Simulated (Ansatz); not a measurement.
Ta (Im-3m): electronic heat capacity and spin susceptibility from the density of states

Theory: DFT PBE, scalar-relativistic, plane waves, PAW in Ansatz 0.2.0.

Cutoff 420 eV; k points 18×18×18 on the computed 1-atom cell (Γ-centred); Gaussian smearing, width 0.10 eV; no spin polarisation.

Relaxed cell: Im-3m, a = 3.319 Å, b = 3.319 Å, c = 3.319 Å, α = 90.00°, β = 90.00°, γ = 90.00°, 1 atom in the primitive cell.

The density of states at the Fermi level is 1.311 states/eV in the cell of 1 atom (1 formula unit; both spins, tetrahedra on a 27×27×27 mesh).

Task: What Sommerfeld coefficient and Pauli susceptibility does this give?

Result: Per formula unit N(E_F) = 1.311 states/eV. γ = (π²/3) k_B² N(E_F) N_A = 2.357 mJ/(mol K²) per state/eV, so γ = 3.1 mJ/(mol K²), a mole of formula units. χ_P = μ_B² N(E_F) N_A = 3.23×10⁻⁵ emu/mol per state/eV gives 4.2×10⁻⁵ emu/mol. This is the bare band result: a measured γ of the same phase is as a rule larger by a factor 1 + λ from phonons and spin fluctuations, the spin part of χ is larger by the Stoner factor, and a measured χ also holds orbital and core terms. N(E_F) at one energy is sensitive to the mesh where the density of states has sharp peaks.

Spin-orbit coupling is left out, which matters for the bands of heavy elements.